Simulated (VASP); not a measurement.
Write the native input for VASP 6.6.1 that does the following.

| Quantity | Value |
| --- | --- |
| Task | relaxation of cell and atoms |
| Functional | PBE |
| Potentials or basis | VASP PAW PBE potentials, release 64 (Zn, Se) |
| Cutoff | 520 eV |
| k mesh | 10 × 10 × 10 |
| Occupations | gaussian, width 0.02 eV |
| Spin | no spin polarisation |
| Further INCAR settings | ALGO = Fast; EDIFF = 1e-07; IBRION = 2; EDIFFG = -0.002; NSW = 80; ISIF = 3 |

The structure of ZnSe lies in POSCAR:

```
ZnSe                                    
1.0
    0.0000000000      2.8696505258      2.8696505258
    2.8696505258     -0.0000000000      2.8696505258
    2.8696505258      2.8696505258      0.0000000000
  Zn              Se            
     1     1
Direct
     0.0000000000000000    0.0000000000000000    0.0000000000000000
     0.2500000000000000    0.2500000000000000    0.2500000000000000
```

One way to write it, as run:

INCAR

```
PREC = Accurate ; ENCUT = 520
EDIFF = 1E-7 ; ISMEAR = 0
SIGMA = 0.02 ; LREAL = False
LASPH = True ; NELM = 100
ALGO = Fast ; ISIF = 3
LWAVE = False ; LCHARG = False
GGA = PE ; IBRION = 2
NSW = 80 ; EDIFFG = -0.002
```

KPOINTS

```
Automatic mesh
0
Gamma
  10 10 10
```

Potentials or basis: VASP PAW PBE potentials, release 64 (Zn, Se).

Run with:

```bash
$ cat potpaw_PBE.64/Zn/POTCAR potpaw_PBE.64/Se/POTCAR > POTCAR
$ mpirun -np 1 vasp_std > vasp.out
```

It gave:

```json
{
 "Relaxed volume": "23.64 Å³/atom",
 "Relaxed cell": "a = 4.059 Å, b = 4.059 Å, c = 4.059 Å, α = 60.00°, β = 60.00°, γ = 60.00°",
 "Space group after relaxing (to 0.05 Å)": "F-43m (No. 216)",
 "Energy gained by relaxing": "0.0 meV/atom",
 "Ionic steps": "3",
 "Pressure after relaxing": "0.0 GPa",
 "Band gap on the k mesh": "1.14 eV, direct"
}
```

Run time: 26 s on 1 thread of Intel(R) Xeon(R) 6975P-C (Granite Rapids), on a shared host, peak memory 0.18 GiB.
